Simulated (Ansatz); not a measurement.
## HfO2: field gradients at two levels of theory

Cell: a COD entry, its atoms then relaxed with PBE in this cell.

Space group P2_1/c (No. 14); a = 5.1180, b = 5.1857, c = 5.2841 Å, β = 99.35°.

```
site  Wyckoff  site symmetry       x       y       z
  Hf       4e              1  0.2767  0.0419  0.2081
  O5       4e              1  0.4466  0.7584  0.4803
  O9       4e              1  0.0726  0.3393  0.3389
```

One atom of each set is listed.

First run. The numbers come from a DFT calculation in Ansatz (PBE, plane waves and PAW, scalar-relativistic, 420 eV cutoff, Γ-centred 6×6×6 k-points, Fermi–Dirac smearing 0.02 eV).

```
site  V_zz (10²¹ V/m²)     η
  Hf             12.69  0.16
  O5              1.07  1.00
  O9             -1.32  0.88
```

Second run. The same atoms and settings, except that the functional is LDA.

Question: What does the second run give?

Answer: 

```tsv
site	V_zz	η	change of V_zz
Hf	12.65	0.17	-0.04
O5	1.09	0.92	+0.02
O9	-1.09	0.94	+0.23
```

The largest change of V_zz is on O9, from -1.32 to -1.09. In per cent, |V_zz| changes by 0 on Hf, -17 to +2 on O (all sites that start above 0.5).

Without spin–orbit coupling the gradients at and beside Hf can be off by some per cent, at some sites by more.
For the first run: At this cell the principal stresses reach 5 GPa in size with PBE, which can matter for small gradients.
For the second run: At this cell the LDA pressure is -9 GPa, so with LDA the cell would shrink if it were relaxed.
